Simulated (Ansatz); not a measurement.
## Putting H into Mg

The calculation used DFT PBE, scalar-relativistic, plane waves, PAW in Ansatz 0.2.0.

Cutoff 420 eV; k points 12×12×8 on the computed 2-atom cell (Γ-centred); Gaussian smearing, width 0.10 eV; no spin polarisation for the host; each changed cell takes a mesh and smearing chosen by its own gap and starts from the host's moments or customary ones, or runs without spin. Cells and atoms are relaxed to the nearest stationary point that keeps the symmetry of their start (forces under 0.02 to 0.04 eV/Å, stress under 0.1 to 0.2 GPa); energies are at zero smearing, without zero-point or thermal terms.

Relaxed host (gap on the mesh 0 eV):

```yaml
crystal:
  lattice:
    - [3.21464, 0.00000, 0.00000]
    - [-1.60732, 2.78396, 0.00000]
    - [0.00000, 0.00000, 5.12449]
  atoms:
    - { symbol: Mg, position: [0.33333, 0.66667, 0.25000] }
    - { symbol: Mg, position: [0.66667, 0.33333, 0.75000] }
```

Cases: (1) 2 H in a 1×1×1 repeat of the cell, at (0.000 0.000 0.000), (0.000 0.000 0.500) in fractions of that repeat, 2.26 Å from the nearest atom of the relaxed host; (2) 2 H in a 1×1×1 repeat of the cell, at (0.333 0.667 0.750), (0.667 0.333 0.250) in fractions of that repeat, 1.86 Å from the nearest atom of the relaxed host; (3) 1 H in a 2×2×1 repeat of the cell, at (0.000 0.000 0.000) in fractions of that repeat, 2.26 Å from the nearest atom of the relaxed host; (4) 1 H in a 2×2×1 repeat of the cell, at (0.167 0.333 0.750) in fractions of that repeat, 1.86 Å from the nearest atom of the relaxed host.

The table gives the energy per H taken from half an H2 molecule (negative: uptake is favourable), the swelling and the final surroundings.

| case | formula | energy per H (eV) | ΔV (%) | principal strains (%) | nearest host atoms of the first H |
| --- | --- | --- | --- | --- | --- |
| 1 | MgH | 0.24 | 0.0 | +2.9 +2.9 -5.6 | 6 (Mg) from 2.26 Å |
| 2 | MgH | 0.43 | +10.6 | +10.0 +10.0 -8.7 | 5 (Mg) from 2.04 Å |
| 3 | Mg8H | 0.30 | +0.3 | +0.2 0.0 0.0 | 6 (Mg) from 2.27 Å |
| 4 | Mg8H | 0.26 | +2.0 | +0.8 +0.6 +0.6 | 3 (Mg) from 1.95 Å |

Each ion keeps what symmetry its start has, so a lower place off a symmetric site can be missed, above all for H.

Relaxed structure of case 1, the lowest per ion:

```yaml
crystal:
  lattice:
    - [3.30853, 0.00000, 0.00000]
    - [-1.65427, 2.86527, 0.00000]
    - [0.00000, 0.00000, 4.83615]
  atoms:
    - { symbol: Mg, position: [0.33333, 0.66667, 0.25000] }
    - { symbol: Mg, position: [0.66667, 0.33333, 0.75000] }
    - { symbol: H, position: [0.00000, 0.00000, 0.00000] }
    - { symbol: H, position: [0.00000, 0.00000, 0.50000] }
```

Cost: 5 runs of about 2.8 core-minutes in all, on Arm Neoverse V1 (shared hosts).